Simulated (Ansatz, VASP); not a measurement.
**Two plane-wave programs on ZnSe**

```
CELL_PARAMETERS angstrom
0.00000 2.70189 2.70189
2.70189 0.00000 2.70189
2.70189 2.70189 0.00000
ATOMIC_POSITIONS crystal
Zn 0.00000 0.00000 0.00000
Se 0.25000 0.25000 0.25000
```

Alike in both runs: functional PBE; k mesh 12 × 12 × 12; occupations fermi-dirac, width 0.05 eV; no spin polarisation.

Ansatz relaxed the structure, and its values are those at the end. VASP's run is a single point on that final structure, the one shown.

|  | VASP | Ansatz |
| --- | --- | --- |
| version | VASP 6.6.1 | Ansatz 0.2.0 |
| potentials or method | VASP PAW PBE potentials, release 64 (Zn, Se) | PAW with Ansatz's default frozen-core files, scalar-relativistic |
| plane-wave cutoff (eV) | 520 | 420 |
| valence electrons in the cell | 18 | 28 |

```tsv
	VASP	Ansatz	Ansatz less VASP
gap on the k mesh at the Fermi level (eV)	1.90	1.89	-0.010
pressure (GPa)	15.4	15.0	-0.42
```

With one functional, cell and mesh, what is left measures potentials, basis and numerics. The two sets of potentials don't hold the same shells in valence.

Caveats: so large a pressure means that the cell lies far from this level's equilibrium, or that cutoff or potentials fall short (VASP). PBE gaps usually lie below the measured ones, often by a third to a half.
